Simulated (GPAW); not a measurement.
# NaF (Villiaumite): G0W0 with GPAW, start to end

Wanted: ground state, empty states, screening and self-energy for NaF (Villiaumite).

Calculated with GPAW 26.7.0; PBE and many-body steps on it, plane waves.

**1. Set-up**

It takes space group Fm-3m (No. 225, cubic). Conventional cell: a = 4.640 Å, b = 4.640 Å, c = 4.640 Å, α = 90.00°, β = 90.00°, γ = 90.00°. Na has 6 F at 2.32 Å nearest. Nearest to F lie 6 Na at 2.32 Å. Farther neighbours and most contacts between anions are not listed.

Coordinates:

```
Na F
1.0
     0.00000    2.32000    2.32000
     2.32000    0.00000    2.32000
     2.32000    2.32000    0.00000
Na F
1 1
Direct
  0.00000 0.00000 0.00000
  0.50000 0.50000 0.50000
```

The cell and positions come from the Crystallography Open Database and are kept as given unless a step says otherwise.

**2. Ground state**

This step: GPAW 26.7.0; DFT, PBE, plane waves, PAW.

The ground-state density comes first.

Input file run.py:

```python
import json
import numpy as np
from gpaw.mpi import world
from ase import Atoms
from gpaw import GPAW, PW, FermiDirac

atoms = Atoms(['Na', 'F'],
    cell=[[0.0000000000, 2.3200000000, 2.3200000000],
      [2.3200000000, 0.0000000000, 2.3200000000],
      [2.3200000000, 2.3200000000, 0.0000000000]],
    scaled_positions=[[0.0000000000, 0.0000000000, 0.0000000000],
      [0.5000000000, 0.5000000000, 0.5000000000]],
    pbc=(True, True, True))
calc = GPAW(mode=PW(600),
    xc='PBE',
    kpts={'size': (8, 8, 8), 'gamma': True},
    occupations=FermiDirac(0.001),
    nbands=-7,
    convergence={'density': 1e-6, 'bands': -3},
    maxiter=100,
    txt='gs.txt')
atoms.calc = calc
res = {'energy': atoms.get_potential_energy()}
kpts = calc.get_ibz_k_points()
res['kpts'] = kpts
res['eigenvalues'] = [calc.get_eigenvalues(kpt=k) for k in range(len(kpts))]
res['n_electrons'] = calc.get_number_of_electrons()
calc.write('gs.gpw')

if world.rank == 0:
    with open('result.json', 'w') as f:
        json.dump(res, f, default=lambda x: x.tolist())
```

On the command line:

```console
$ mpirun -n 4 gpaw python run.py
```

The log of the run:

```text
__  _  _
 | _ |_)|_||  |
 |__||  | ||/\| - 26.7.0

Input parameters:
  mode=PW(ecut=600.0),
  convergence={'density': 1e-06, 'bands': -3},
  kpts=MonkhorstPack(size=(8, 8, 8), gamma=True),
  maxiter=100,
  nbands=-7,
  occupations=Occupations(name='fermi-dirac', width=0.001, fixmagmom=False),
  xc=XC(name='PBE')
  [... matrices ...]
Diagonalizing LCAO Hamiltonian
Converting LCAO to pw mode

               F

       Na

Atoms  # Å, Bohr magnetons
|   | symbol |        x |        y |        z |    initial magnetic moments |
| 0 |     Na | 0.000000 | 0.000000 | 0.000000 | ( 0.0000,  0.0000,  0.0000) |
| 1 |      F | 2.320000 | 2.320000 | 2.320000 | ( 0.0000,  0.0000,  0.0000) |

Unit cell  # Å
| periodic |        x |        y |        z |  lengths |    angles |
|      yes | 0.000000 | 2.320000 | 2.320000 | 3.280975 | 60.000000 |
|      yes | 2.320000 | 0.000000 | 2.320000 | 3.280975 | 60.000000 |
|      yes | 2.320000 | 2.320000 | 0.000000 | 3.280975 | 60.000000 |

Number of symmetries: 48
Symmetry operations  # r_c * U_cc + t_c -> r_c
|    | kind |            matrix            |
|  0 |  σ   |  1, 0, 0,  1, 0,-1,  1,-1, 0 |
|  1 |  C2  |  1, 0, 0,  1,-1, 0,  1, 0,-1 |
|  2 |  E   |  1, 0, 0,  0, 1, 0,  0, 0, 1 |
|  3 |  σ   |  1, 0, 0,  0, 0, 1,  0, 1, 0 |
|  4 |  C4  |  1, 0,-1,  1, 0, 0,  1,-1, 0 |
|  5 |  S6  |  1, 0,-1,  1,-1, 0,  1, 0, 0 |
|  6 |  σ   |  1, 0,-1,  0, 1,-1,  0, 0,-1 |
|  7 |  C3  |  1, 0,-1,  0, 0,-1,  0, 1,-1 |
|  8 |  S6  |  1,-1, 0,  1, 0, 0,  1, 0,-1 |
|  9 |  C4  |  1,-1, 0,  1, 0,-1,  1, 0, 0 |
| 10 |  C3  |  1,-1, 0,  0,-1, 1,  0,-1, 0 |
| 11 |  σ   |  1,-1, 0,  0,-1, 0,  0,-1, 1 |
| 12 |  σ   |  0, 1, 0,  1, 0, 0,  0, 0, 1 |
| 13 |  C4  |  0, 1, 0,  0, 1,-1, -1, 1, 0 |
| 14 |  C3  |  0, 1, 0,  0, 0, 1,  1, 0, 0 |
| 15 |  S6  |  0, 1, 0, -1, 1, 0,  0, 1,-1 |
| 16 |  C2  |  0, 1,-1,  1, 0,-1,  0, 0,-1 |
| 17 |  σ   |  0, 1,-1,  0, 1, 0, -1, 1, 0 |
| 18 |  S4  |  0, 1,-1,  0, 0,-1,  1, 0,-1 |
| 19 |  C4  |  0, 1,-1, -1, 1, 0,  0, 1, 0 |
| 20 |  C3  |  0, 0, 1,  1, 0, 0,  0, 1, 0 |
| 21 |  σ   |  0, 0, 1,  0, 1, 0,  1, 0, 0 |
| 22 |  S6  |  0, 0, 1,  0,-1, 1, -1, 0, 1 |
| 23 |  C4  |  0, 0, 1, -1, 0, 1,  0,-1, 1 |
| 24 |  S4  |  0, 0,-1,  1, 0,-1,  0, 1,-1 |
| 25 |  C3  |  0, 0,-1,  0, 1,-1,  1, 0,-1 |
| 26 |  C2  |  0, 0,-1,  0,-1, 0, -1, 0, 0 |
| 27 |  S6  |  0, 0,-1, -1, 0, 0,  0,-1, 0 |
| 28 |  S4  |  0,-1, 1,  1,-1, 0,  0,-1, 0 |
| 29 |  C4  |  0,-1, 1,  0, 0, 1, -1, 0, 1 |
| 30 |  C2  |  0,-1, 1,  0,-1, 0,  1,-1, 0 |
| 31 |  σ   |  0,-1, 1, -1, 0, 1,  0, 0, 1 |
| 32 |  C3  |  0,-1, 0,  1,-1, 0,  0,-1, 1 |
| 33 |  S6  |  0,-1, 0,  0, 0,-1, -1, 0, 0 |
| 34 |  S4  |  0,-1, 0,  0,-1, 1,  1,-1, 0 |
| 35 |  C2  |  0,-1, 0, -1, 0, 0,  0, 0,-1 |
| 36 |  C2  | -1, 1, 0,  0, 1, 0,  0, 1,-1 |
| 37 |  S6  | -1, 1, 0,  0, 1,-1,  0, 1, 0 |
| 38 |  S4  | -1, 1, 0, -1, 0, 1, -1, 0, 0 |
| 39 |  C3  | -1, 1, 0, -1, 0, 0, -1, 0, 1 |
| 40 |  S6  | -1, 0, 1,  0, 0, 1,  0,-1, 1 |
| 41 |  C2  | -1, 0, 1,  0,-1, 1,  0, 0, 1 |
| 42 |  C3  | -1, 0, 1, -1, 1, 0, -1, 0, 0 |
| 43 |  S4  | -1, 0, 1, -1, 0, 0, -1, 1, 0 |
| 44 |  C2  | -1, 0, 0,  0, 0,-1,  0,-1, 0 |
| 45 |  i   | -1, 0, 0,  0,-1, 0,  0, 0,-1 |
| 46 |  σ   | -1, 0, 0, -1, 1, 0, -1, 0, 1 |
| 47 |  C2  | -1, 0, 0, -1, 0, 1, -1, 1, 0 |

BZ-sampling:
  Number of BZ points: 512
  Number of IBZ points: 29

  Monkhorst-Pack size: [8, 8, 8]
  Monkhorst-Pack shift: [0.0625, 0.0625, 0.0625]

K-points  # in reciprocal-cell coordinates
|     |                                coordinates |     weight |
|   0 | (  0.00000000,   0.00000000,   0.00000000) | 0.00195312 |
|   1 | (  0.12500000,   0.12500000,   0.00000000) | 0.01171875 |
|   2 | (  0.12500000,   0.12500000,   0.12500000) | 0.01562500 |
|   3 | (  0.25000000,   0.12500000,   0.12500000) | 0.02343750 |
|   4 | (  0.25000000,   0.25000000,   0.00000000) | 0.01171875 |
|   5 | (  0.25000000,   0.25000000,   0.12500000) | 0.04687500 |
|   6 | (  0.25000000,   0.25000000,   0.25000000) | 0.01562500 |
|   7 | (  0.37500000,   0.25000000,  -0.37500000) | 0.04687500 |
|   8 | (  0.37500000,   0.25000000,   0.12500000) | 0.04687500 |
|   9 | (  0.37500000,   0.25000000,   0.25000000) | 0.04687500 |
| ... |                                            |            |
|  28 | (  0.50000000,   0.50000000,   0.50000000) | 0.00781250 |

Plane wave coefficients: 869
Cutoff: 600.0 eV

Spin-components: 1 (collinear spins)
Bands:           14
Projectors:      10
Spin-degeneracy: 2
Datatype:        complex128

  Storage: CPU
  Wave functions: 5_645_024 bytes (1_411_256 per core)
  Projectors: 8_467_536 bytes (2_116_884 per core)
  [... matrices ...]
Parallelization:
  kpt:    4
  domain: 1
  band:   1

Density:
  Valence electrons: 14.0
  Components: 1
  Grid points: [20 20 20]
  Charge: 0.0  # |e|

Potential:
  Grid points: [20 20 20]

species:
  Na:
    name:    Sodium
    Z:       11.0
    valence: 7
    core:    4
    charge:  0.0  # [|e|]
    compensation charges:
      type: gauss
      rc: 0.37  # [Å]
      lmax: 2
    cutoffs:
      filter: 2.17  # [Å]
      core: 2.59  # [Å]
    projectors
    | kind |    occ | energy [eV] | rcut [Å] |
    |   3s |  1.000 |      -2.744 |    1.201 |
    |   2p |  6.000 |     -28.672 |    1.217 |
    |   3p |  0.000 |      -0.743 |    1.217 |
    |    s |        |      24.468 |    1.201 |
    |    d |        |       0.000 |    1.238 |

    Using partial waves for Na as LCAO basis

  F:
    name:    Fluorine
    Z:       9.0
    valence: 7
    core:    2
    charge:  0.0  # [|e|]
    compensation charges:
      type: gauss
      rc: 0.20  # [Å]
      lmax: 2
    cutoffs:
      filter: 1.14  # [Å]
      core: 0.74  # [Å]
    projectors
    | kind |    occ | energy [eV] | rcut [Å] |
    |   2s |  2.000 |     -29.898 |    0.635 |
    |   2p |  5.000 |     -11.110 |    0.635 |
    |    s |        |      -2.687 |    0.635 |
    |    p |        |      16.102 |    0.635 |
    |    d |        |       0.000 |    0.635 |

    Using partial waves for F as LCAO basis

Reference energy: -7132.691283  # eV

eigensolver:
  PPCG
  Converge bands: -3
  niter=2

density mixing:
  MSR1-Mixer
  Pratt-step length: 0.05
  Maximum mixing coefficient: 0.75
  Old densities: 10
  SVD Regularization: 0.005
  Good broyden scale: 1.0
  Trust region scale: 1.0
  Backstep threshold: 4.0
  History deletion threshold: 6.0
  Fourier metric: weight=20.0, sigma=0.015

occupation numbers:
  Fermi-Dirac:
    width: 0.0010  # eV

poisson solver:
  ecut: 4800.0  # eV

xc functional:
  name: PBE with 2 nearest neighbor stencil

Initialization done in: 1.283 s

convergence criteria:
- Maximum integral of absolute [dens]ity change: 1e-06 electrons / valence electron
- Maximum [total energy] change in last 3 cyles: 0.0005 eV / valence electron
- Maximum integral of absolute [eigenst]ate change: 4e-08 eV^2 / valence electron
maximum number of iterations: 100

SCF iterations
|iter     |     time |      energy | eigst |  dens |
|iter:   1|  |   -8.934169 | +2.01 |       |
|iter:   2|  |   -8.812723 | +0.08 | -1.17 |
|iter:   3|  |   -8.482244 | -0.94 | -1.21 |
|iter:   4|  |   -8.488172 | -3.16 | -1.61 |
|iter:   5|  |   -8.493852 | -3.00 | -1.88 |
|iter:   6|  |   -8.493948c| -4.90 | -2.93 |
|iter:   7|  |   -8.493987c| -5.31 | -3.29 |
|iter:   8|  |   -8.493988c| -6.90 | -4.20 |
|iter:   9|  |   -8.493988c| -8.14c| -4.98 |
|iter:  10|  |   -8.493988c| -8.54c| -5.44 |
|iter:  11|  |   -8.493988c| -9.87c| -6.80c|

Converged in 11 steps
SCF loop duration: 1.867 s (0.170 s/step)
Energy contributions relative to reference atoms: (reference = -7132.691283)
  [... matrices ...]
Energy contributions:
  Kinetic:          12.584751
  Coulomb:         -11.836116
  Zero:              0.176891
  External:          0.000000
  Xc:               -9.419515
  Entropy:          -0.000000
  Spinorbit:         0.000000
  ----------------------------
  Free energy:      -8.493988
  Extrapolated:     -8.493988

dipole moment: (-4.317978, -4.317978, -4.317978)  # |e|*Ang

Fermi level: 0.148
Eigenvalues  # (at kpt = [0.000, 0.000, 0.000])
| band index |      eig [eV] | occ [0-2] |
|          0 |       -20.936 |     2.000 |
|          1 |       -20.670 |     2.000 |
|          2 |       -20.670 |     2.000 |
|          3 |       -20.670 |     2.000 |
|          4 |        -1.755 |     2.000 |
|          5 |        -1.755 |     2.000 |
|          6 |        -1.755 |     2.000 |
|          7 |         4.552 |     0.000 |
|          8 |        17.233 |     0.000 |
|          9 |        17.233 |     0.000 |
|         10 |        17.233 |     0.000 |
|         11 |        20.090 |     0.000 |
|         12 |        22.268 |     0.000 |
|         13 |        22.268 |     0.000 |

Gap: 6.307 eV
Transition (v -> c):
  (s=0, k=0, n=6, [0.00, 0.00, 0.00]) -> (s=0, k=0, n=7, [0.00, 0.00, 0.00])
No difference between direct/indirect transitions
# Writing to gs.gpw (mode='')
  [... matrices ...]
```

Elapsed: 4.8 s, on 4 MPI ranks of Arm Neoverse V1, shared host; peak memory 0.6 GiB; 19 s of CPU time.

Numbers from this step:

```yaml
total_energy: -8.494 eV
gap: 6.307 eV
k_of_the_valence_top: 0, 0, 0
k_of_the_conduction_bottom: 0, 0, 0
least_direct_gap: 6.307 eV
```

The gap is direct, at Γ.

**3. Bands along the symmetry lines**

The cheap functional maps the bands first; the places of the edges decide which points the dearer methods must see.

Input file run.py:

```python
import json
import numpy as np
from gpaw.mpi import world
from gpaw import GPAW

path = [[0.000000, 0.000000, 0.000000],
    [0.062500, 0.000000, 0.062500],
    [0.125000, 0.000000, 0.125000],
    [0.187500, 0.000000, 0.187500],
    [0.250000, 0.000000, 0.250000],
    [0.312500, 0.000000, 0.312500],
    [0.375000, 0.000000, 0.375000],
    [0.437500, 0.000000, 0.437500],
    [0.500000, 0.000000, 0.500000],
    [0.515625, 0.031250, 0.515625],
    [0.531250, 0.062500, 0.531250],
    [0.546875, 0.093750, 0.546875],
    [0.562500, 0.125000, 0.562500],
    [0.578125, 0.156250, 0.578125],
    [0.593750, 0.187500, 0.593750],
    [0.609375, 0.218750, 0.609375],
    [0.625000, 0.250000, 0.625000],
    [0.375000, 0.375000, 0.750000],
    [0.328125, 0.328125, 0.656250],
    [0.281250, 0.281250, 0.562500],
    [0.234375, 0.234375, 0.468750],
    [0.187500, 0.187500, 0.375000],
    [0.140625, 0.140625, 0.281250],
    [0.093750, 0.093750, 0.187500],
    [0.046875, 0.046875, 0.093750],
    [0.000000, 0.000000, 0.000000],
    [0.062500, 0.062500, 0.062500],
    [0.125000, 0.125000, 0.125000],
    [0.187500, 0.187500, 0.187500],
    [0.250000, 0.250000, 0.250000],
    [0.312500, 0.312500, 0.312500],
    [0.375000, 0.375000, 0.375000],
    [0.437500, 0.437500, 0.437500],
    [0.500000, 0.500000, 0.500000],
    [0.500000, 0.468750, 0.531250],
    [0.500000, 0.437500, 0.562500],
    [0.500000, 0.406250, 0.593750],
    [0.500000, 0.375000, 0.625000],
    [0.500000, 0.343750, 0.656250],
    [0.500000, 0.312500, 0.687500],
    [0.500000, 0.281250, 0.718750],
    [0.500000, 0.250000, 0.750000],
    [0.500000, 0.218750, 0.718750],
    [0.500000, 0.187500, 0.687500],
    [0.500000, 0.156250, 0.656250],
    [0.500000, 0.125000, 0.625000],
    [0.500000, 0.093750, 0.593750],
    [0.500000, 0.062500, 0.562500],
    [0.500000, 0.031250, 0.531250],
    [0.500000, 0.000000, 0.500000]]
calc = GPAW('gs.gpw').fixed_density(kpts=path,
    symmetry='off',
    nbands=17,
    convergence={'bands': 13},
    txt='bands.txt')
res = {}
kpts = calc.get_ibz_k_points()
res['kpts'] = kpts
res['eigenvalues'] = [calc.get_eigenvalues(kpt=k) for k in range(len(kpts))]
res['n_electrons'] = calc.get_number_of_electrons()

if world.rank == 0:
    with open('result.json', 'w') as f:
        json.dump(res, f, default=lambda x: x.tolist())
```

On the command line:

```console
$ mpirun -n 4 gpaw python run.py
```

The log of the run:

```text
Diagonalizing LCAO Hamiltonian
Converting LCAO to pw mode
convergence criteria:
- Maximum integral of absolute [eigenst]ate change: 4e-08 eV^2 / valence electron
maximum number of iterations: 100

SCF iterations
|iter     |     time |      energy | eigst |  dens |
|iter:   1|  |             | +2.37 |       |
|iter:   2|  |             | +0.77 |       |
|iter:   3|  |             | -0.97 |       |
|iter:   4|  |             | -2.99 |       |
|iter:   5|  |             | -4.95 |       |
|iter:   6|  |             | -6.57 |       |
|iter:   7|  |             | -8.08c|       |
SCF steps: 7
  __  _  _
 | _ |_)|_||  |
 |__||  | ||/\| - 26.7.0

Input parameters:
  mode=PW(ecut=600.0),
  convergence={'bands': 13},
  gpts=array([20, 20, 20]),
  kpts=KPoints(kpts=array([[0.      , 0.      , 0.      ],
         [0.0625  , 0.      , 0.0625  ],
         [0.125   , 0.      , 0.125   ],
         [0.1875  , 0.      , 0.1875  ],
[...]
[0.515625, 0.03125 , 0.515625],
[...]
[0.546875, 0.09375 , 0.546875],
[...]
[0.578125, 0.15625 , 0.578125],
[...]
[0.609375, 0.21875 , 0.609375],
[...]
[0.328125, 0.328125, 0.65625 ],
[...]
[0.234375, 0.234375, 0.46875 ],
[...]
[0.140625, 0.140625, 0.28125 ],
[...]
[0.046875, 0.046875, 0.09375 ],
[...]
[0.5     , 0.0625  , 0.5625  ],
         [0.5     , 0.03125 , 0.53125 ],
         [0.5     , 0.      , 0.5     ]])),
  maxiter=100,
  nbands=17,
  occupations=Occupations(name='fermi-dirac', width=0.001, fixmagmom=False),
  parallel={},
  symmetry=Symmetry(point_group=False, time_reversal=False),
  xc=XC(name='PBE')
```

Wall time 4.7 s (4 MPI ranks); peak memory 0.63 GiB.

Numbers from this step:

- gap: 6.307 eV
- k of the valence top: 0, 0, 0
- k of the conduction bottom: 0, 0, 0
- least direct gap: 6.307 eV

The gap is 6.307 eV, as in the run before at this level.

The electronic bands at the labelled points (eV, zero at the top of the highest filled band; v1 is the highest filled band, c1 the lowest empty one):

```csv
point,v4,v3,v2,v1,c1,c2,c3,c4
Γ,-18.91,0.00,0.00,0.00,6.31,18.99,18.99,18.99
halfway,-18.52,-0.90,-0.21,-0.21,8.73,15.02,19.16,19.45
X,-18.93,-1.26,-0.40,-0.40,13.17,13.33,13.60,19.84
halfway,-18.70,-1.20,-0.53,-0.39,13.18,13.28,13.90,19.46
U,-18.49,-1.04,-0.82,-0.37,12.85,13.25,14.71,19.38
jump to K,-18.49,-1.04,-0.82,-0.37,12.85,13.25,14.71,19.38
halfway,-18.38,-1.01,-0.32,-0.16,8.94,14.75,18.28,20.94
Γ,-18.91,0.00,0.00,0.00,6.31,18.99,18.99,18.99
halfway,-18.44,-0.89,-0.13,-0.13,8.17,15.17,19.77,19.77
L,-18.17,-1.58,-0.25,-0.25,10.79,12.48,20.19,20.19
halfway,-18.31,-1.30,-0.57,-0.33,11.80,12.73,17.14,19.01
W,-18.47,-0.86,-0.86,-0.57,13.24,13.24,15.20,16.89
halfway,-18.62,-1.15,-0.54,-0.49,13.19,13.30,14.18,18.43
X,-18.93,-1.26,-0.40,-0.40,13.17,13.33,13.60,19.84
```

The electronic bands as a text plot (rows in eV, shown from -8.0 to 12.3 only):

```
   11.9 |          ++      +                          ++
   11.0 |         +         ++                   +++++
   10.2 |       ++            ++                +
    9.3 |                       +            +++
    8.5 |     ++                            +
    7.7 |    +                   ++        +
    6.8 | +++                      +++  +++
    6.0 |+                            ++
    5.1 |
    4.3 |
    3.4 |
    2.6 |
    1.7 |
    0.9 |
    0.0 |**********      ******************************
   -0.8 |    ************************      ****      ************
   -1.7 |          ****                        ********        **
   -2.5 |
   -3.3 |
   -4.2 |
   -5.0 |
   -5.9 |
   -6.7 |
   -7.6 |
         Γ           X  U|K            Γ         L        W     X
```

**4. Empty states on the mesh, 6×6×6 mesh, 89 bands**

The sums over transitions need many empty states on a uniform mesh; this step solves for them.

Input file run.py:

```python
import json
import numpy as np
from gpaw.mpi import world
from gpaw import GPAW

calc = GPAW('gs.gpw').fixed_density(kpts={'size': (6, 6, 6), 'gamma': True},
    parallel={'domain': 1, 'band': 1},
    txt='nscf.txt')
calc.diagonalize_full_hamiltonian(nbands=89)
calc.write('full.gpw', mode='all')
res = {}
kpts = calc.get_ibz_k_points()
res['kpts'] = kpts
res['eigenvalues'] = [calc.get_eigenvalues(kpt=k) for k in range(len(kpts))]
res['n_electrons'] = calc.get_number_of_electrons()

if world.rank == 0:
    with open('result.json', 'w') as f:
        json.dump(res, f, default=lambda x: x.tolist())
```

On the command line:

```console
$ mpirun -n 4 gpaw python run.py
```

The log of the run:

```text
Diagonalizing LCAO Hamiltonian
Converting LCAO to pw mode
convergence criteria:
- Maximum integral of absolute [eigenst]ate change: 4e-08 eV^2 / valence electron
maximum number of iterations: 100

SCF iterations
|iter     |     time |      energy | eigst |  dens |
|iter:   1|  |             | +1.95 |       |
|iter:   2|  |             | +0.55 |       |
|iter:   3|  |             | -1.06 |       |
|iter:   4|  |             | -3.30 |       |
|iter:   5|  |             | -5.23 |       |
|iter:   6|  |             | -7.16 |       |
|iter:   7|  |             | -8.20c|       |
SCF steps: 7
  __  _  _
 | _ |_)|_||  |
 |__||  | ||/\| - 26.7.0

Input parameters:
  mode=PW(ecut=600.0),
  convergence={'density': 1e-06, 'bands': -3},
  gpts=array([20, 20, 20]),
  kpts=MonkhorstPack(size=(6, 6, 6), gamma=True),
  maxiter=100,
  nbands=14,
  occupations=Occupations(name='fermi-dirac', width=0.001, fixmagmom=False),
  parallel={'domain': 1, 'band': 1},
  xc=XC(name='PBE')
Matrix size: 869x869
# Writing to full.gpw (mode='all')
  [... matrices ...]

timing:  # [seconds]
  Total: 2.721  # ━━━━━━━━━━━━━━━━━━━━━━━━━━━━━━━━━━━━━━━━━━━━━━━━━━━━━━━━━━━
```

The job ended after 6.3 s (4 MPI ranks; peak memory 0.93 GiB; 25 s of CPU time).

Numbers from this step:

```
gap                                                           : 6.307 eV
k of the valence top                                          : 0, 0, 0
k of the conduction bottom                                    : 0, 0, 0
least direct gap                                              : 6.307 eV
k points computed                                             : 16
lowest point of the top converged band, above the valence top : 121.4863 eV
```

On this mesh the gap is 6.307 eV.

(Continued in part 2 of 2.)

[Paths, hosts, dates, memory and timing lines, banners, echoed tables and standing remarks are left out of the program output.]

[Logs are printed without paths, hosts, clocks, repeated set-up lines and the standing remarks that a program may print on its own settings, such as how far it seeks lower states.]

[Runs of the session that timed out or met a known fault of the program may be left out.]

[Hosts, paths, dates, database ids (printed as entryN), source tags and the programs' standing remarks are cut or masked in the printed files.]
